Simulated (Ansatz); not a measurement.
The following input was run with Ansatz 0.2.0.

```yaml
crystal:
  lattice:
    - [2.4402229475, 1.4088633755, 5.5049182238]
    - [-2.4402229475, 1.4088633755, 5.5049182238]
    - [0.0, -2.8177267512, 5.5049182238]
  atoms:
    - { symbol: Te, position: [0.054765986, 0.054765986, 0.054765986] }
    - { symbol: Te, position: [0.945234014, 0.945234014, 0.945234014] }
basis:
  ecutwfc: 420
kpoints:
  mp_grid: { grid: [12, 12, 12] }
hamiltonian:
  xc: pbe
scf:
  occupations: { method: gaussian, width: 0.1 }
output:
  forces: true
  stress: true
  eigenvalues: true
```

Launched with
```bash
ansatz run input.yaml --threads 1 --pin off --max-ram 1331MiB --backend cpu --events-out ev --progress --plain --runs-dir out
```

Computed with DFT PBE, scalar-relativistic, plane waves, PAW in Ansatz.

From the run's log, abridged (final results; tables in files aren't shown):

```
SCF 1 converged in 7 iterations: F = -13945.381282 eV  dr2 = 1.64e-8
SCF converged after 7 iterations
Free energy (F): -13945.381282 eV
Harris-Foulkes:  -13945.381282 eV  (|F-HF|=9.81e-9)
Internal energy: -13945.366207 eV  (E = F + TS)
E sigma→0 (E₀):  -13945.373745 eV
Entropy (-TS):   -0.015075 eV (-7.538 meV/atom)
Fermi energy:    4.008507 eV
--- Per-component energies (eV) ---
  E_band       = -733.555084
  E_kinetic    = 376.956881
  E_local      = -4434.325410  (includes V_loc(G=0)·N_el)
  E_nonlocal   = -616.003135
  E_hartree    = 2456.441228
  E_xc         = -253.429014
  E_vxc        = -214.013981  (∫ρ·V_xc dr)
  E_paw        = -9325.558923  (= ΣΔE_a)
  E_vpaw       = -759.053765  (= ΣTr[D̂ρ^β])
  E_aug_tail   = -0.000373  (compensation charges beyond the density's cutoff)
  E_ewald      = -2149.447460
  E_smearing   = -0.015075  (= −TS)
--- Forces (eV/Å), atoms counted from 1 ---
  atom   1  Te     0.00000000     0.00000000    55.70209587
  atom   2  Te     0.00000000     0.00000000   -55.70209587
--- Stress (GPa, compression-positive) ---
       -2.126127       0.000000       0.000000
        0.000000      -2.126127       0.000000
        0.000000       0.000000     141.940347
  P = ⅓ Tr σ = 45.8960 GPa (458.960 kbar)
--- Band table (eV; the first three rows and the last of 189) ---
  k-point 0: bands = ["-37.7397", "-36.0425", "-36.0425", "-34.6533", "-34.6533", "-34.3939", "-34.3939", "-34.1696", "-34.1696", "-33.6724", "-12.9482", "-4.7412", "-1.0769", "-1.0769", "-0.4892", "4.4233", "4.4233", "6.2556", "8.8796", "8.8796"]
  k-point 1: bands = ["-37.7397", "-36.0425", "-36.0425", "-34.6533", "-34.6532", "-34.3939", "-34.3939", "-34.1696", "-34.1696", "-33.6724", "-12.9440", "-4.7406", "-1.1575", "-1.0878", "-0.4333", "4.3438", "4.3928", "6.3780", "8.6910", "8.9827"]
  k-point 2: bands = ["-37.7397", "-36.0425", "-36.0425", "-34.6532", "-34.6532", "-34.3939", "-34.3939", "-34.1696", "-34.1696", "-33.6724", "-12.9322", "-4.7388", "-1.3399", "-1.1174", "-0.3138", "4.1503", "4.3121", "6.7009", "8.3647", "9.2877"]
  k-point 188: bands = ["-37.7397", "-36.0426", "-36.0426", "-34.6533", "-34.6533", "-34.3939", "-34.3939", "-34.1695", "-34.1695", "-33.6724", "-12.9304", "-5.1218", "-1.1253", "-1.1253", "0.6270", "4.6999", "4.6999", "6.0883", "7.3427", "8.7229"]
```

The calculation finished and met its thresholds.

 The cell holds molecules, and where no dispersion correction was added their binding is poorly described. Some atoms are far too close here, so the PAW spheres overlap strongly and the numbers are rough.